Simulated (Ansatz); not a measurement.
Crystal: Ag.

```xyz
1
Lattice="-1.6557 1.6557 1.6557 1.6557 -1.6557 1.6557 1.6557 1.6557 -1.6557" Properties=species:S:1:pos:R:3 pbc="T T T"
Ag    0.0000    0.0000    0.0000
```

This isn't the form of Ag at room conditions, which is fcc.

Base run:

| Property | Result |
| --- | --- |
| Program | Ansatz 0.2.0 |
| Functional | BLYP |
| Potentials or basis | Ansatz PAW |
| Cutoff | 420 eV (not typed: the program's choice for these potentials) |
| k mesh | 11 × 11 × 11 |
| Occupations | fermi-dirac, width 0.05 eV |
| Spin | no spin polarisation |

Its results: band gap on the k mesh none (metal or under the smearing width); pressure 5.6 GPa.

Q: The run is repeated on the same cell with these changes: functional from BLYP to PBEsol. What comes out?

A: Band gap on the k mesh none (metal or under the smearing width); pressure -7.3 GPa.

PBEsol binds more tightly than BLYP, so the same cell stands under less pressure.

Caveats: the PAW data sets come from PBE, with cores solved anew for the run's functional, which leaves a small shift of forces and pressure.
